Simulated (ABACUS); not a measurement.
SnSe under changes of volume

One of the cells (27.271 Å³/atom); the others are scaled copies at fixed shape and fractional positions:

```xyz
2
Lattice="0.0000 3.0100 3.0100 3.0100 0.0000 3.0100 3.0100 3.0100 0.0000" Properties=species:S:1:pos:R:3 pbc="T T T"
Sn    0.0000    0.0000    0.0000
Se    3.0100    3.0100    3.0100
```

Measurements of this composition are mostly on another form, of space group No. 62.

* Program: ABACUS 3.10.1
* Functional: PBE
* Potentials or basis: PseudoDojo NC SR 0.4.1 PBE standard
* Cutoff: 1361 eV
* Density cutoff: 5442 eV
* Basis: DZP LCAO (the cutoffs set its grid)
* k mesh: 8 × 8 × 8
* Occupations: fermi-dirac, width 0.05 eV
* Spin: no spin polarisation

```csv
volume (Å³/atom),energy over the lowest point (meV/atom),pressure (GPa),gap on the mesh (eV)
25.635,?,?,?
26.180,25.52,4.2,0.54
26.725,13.39,3.0,0.45
27.271,5.23,1.8,0.37
27.816,0.81,0.8,0.30
28.362,0.00,-0.2,0.23
28.907,1.99,-1.0,0.16
```

Problem. What does the run at 25.635 Å³/atom give?

Solution. Energy over the lowest point 42.27 meV/atom; pressure 5.7 GPa; gap on the mesh 0.63 eV.

Worked out: A Birch-Murnaghan fit of order 3 (a polynomial in V^(-2/3)) to the other rows has its minimum at 28.25 Å³/atom with B0 = V·E''(V) = 48 GPa and B' = 4.0. It gives 42.26 meV/atom at 25.635 Å³/atom, against the run's 42.27, and -dE/dV = 5.6 GPa, against 5.7. A straight line through the other rows of the gap, of slope -3.79 eV per unit of ln V (its deformation potential), extrapolates to 0.61 eV, against the run's 0.63.

Energies are extrapolated to zero smearing.

Caveats: the atomic orbitals were generated for these runs and aren't a published set; spin-orbit coupling is left out, which moves the levels of the heavy elements; the basis of atomic orbitals isn't converged, which shifts pressures, moduli and gaps.

A mesh can miss the band edges.
